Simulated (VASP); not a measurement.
The system is Ge.

```
CELL_PARAMETERS angstrom
3.99759 0.00000 0.00000
-1.99879 3.46201 0.00000
0.00000 0.00000 6.59938
ATOMIC_POSITIONS crystal
Ge 0.33333 0.66667 0.93710
Ge 0.66667 0.33333 0.43710
Ge 0.33333 0.66667 0.56290
Ge 0.66667 0.33333 0.06290
```

This isn't the form of Ge at room conditions, which is diamond.

| Property | Result |
| --- | --- |
| Program | VASP 6.6.1 |
| Task | single point |
| Functional | PBE |
| Potentials or basis | VASP PAW PBE potentials, release 64 (Ge_d) |
| Cutoff | 520 eV |
| k mesh | 8 × 8 × 4 |
| Occupations | fermi-dirac, width 0.05 eV |
| Spin | no spin polarisation |

On this cell: pressure 2.9 GPa; largest force 0.014 eV/Å; band gap on the k mesh 0.12 eV, direct.

The same run follows on a disturbed copy (atoms moved at random, drawn with an rms of 0.05 Å):

```xyz
4
Lattice="3.9976 0.0000 0.0000 -1.9988 3.4620 0.0000 0.0000 0.0000 6.5994" Properties=species:S:1:pos:R:3 pbc="T T T"
Ge   -0.0176    2.3018    6.2007
Ge    2.0309    1.1743    2.8595
Ge    0.0334    2.3214    3.7435
Ge    2.0375    1.1317    0.4037
```

Q: What changes?

A: The energy moves by +7.8 meV/atom; pressure 3.0 GPa; largest force 0.647 eV/Å; band gap on the k mesh 0.06 eV, direct.

Forces on the atoms (eV/Å):
```
Ge   0.617 -0.140 -0.137
Ge   0.030 -0.084  0.391
Ge  -0.044  0.066 -0.379
Ge  -0.604  0.158  0.124
```

Stress tensor (GPa, compression positive):
```
 2.74  0.76 -0.58
 0.76  2.98  0.20
-0.58  0.20  3.17
```

A k mesh can miss the band edges.
